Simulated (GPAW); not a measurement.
Runs of GPAW 26.7.0 on GaN. It takes space group P6_3mc (No. 186, hexagonal). Conventional cell: a = 3.180 Å, b = 3.180 Å, c = 5.166 Å, α = 90.00°, β = 90.00°, γ = 120.00°. Around Ga (site symmetry 3m) lie 4 N at 1.94 to 1.95 Å. N (site symmetry 3m) has 4 Ga at 1.94 to 1.95 Å as nearest neighbours. 

```tsv
task	level	potentials or basis	spin	cell	optimizer	fmax	max steps	band path	band points	gap on the mesh (eV)	pressure (GPa)	relaxed volume (Å³/atom)	largest force (eV/Å)
relaxation of cell and atoms	r4SCAN	GPAW PAW data sets (gpaw-data 1.2.1), pw	off	relaxed	LBFGS	0.01 eV/Å	60	-	-	(c)	0.0	(a)	0.01
band structure	LDA	the program's PAW data sets (release 1.2.1) made for this functional, pw	SOC, no magnetisation	as given	-	-	-	GMKGALHA,LM,KH	80	2.11	3.3	-	0.17
band structure	SOGGA	PAW data sets generated in the run's folder for this functional, pw	SOC, no magnetisation	as given	-	-	-	GMKGALHA,LM,KH	60	2.03	(b)	-	0.18
relaxation of cell and atoms	TPSS	GPAW PAW data sets (gpaw-data 1.2.1), pw	off	relaxed to 20 GPa	BFGS	0.02 eV/Å	40	-	-	2.11	20.0	-	-
relaxation of cell and atoms	PBEint	PAW data sets generated in the run's folder for this functional, pw	off	relaxed	BFGS	0.02 eV/Å	100	-	-	1.68	-0.1	11.93	-
```

Alike in all rows: k mesh 7 × 7 × 4; cutoff (eV) 800; smearing fermi-dirac 0.05 eV.

Task: Estimate the missing entries.

Result: (a) 11.64; (b) 9.0; (c) 2.31.

Caveats: the data sets keep Ga 3d, Li 1s and Be 1s frozen, and some such compounds lay over 1.5 % in volume off other programs; later steps reuse the first step's grids (some runs); the PAW data sets were made with another functional, which shifts forces and pressure a little (some runs); spin-orbit coupling was added after a scalar SCF, so levels and gaps hold it while energy, forces, pressure and moments don't (some runs); this program's spin-orbit splittings come out too wide for heavy elements (some runs).

A k mesh can miss the band edges, and rows without SOC leave out spin-orbit coupling on Ga.
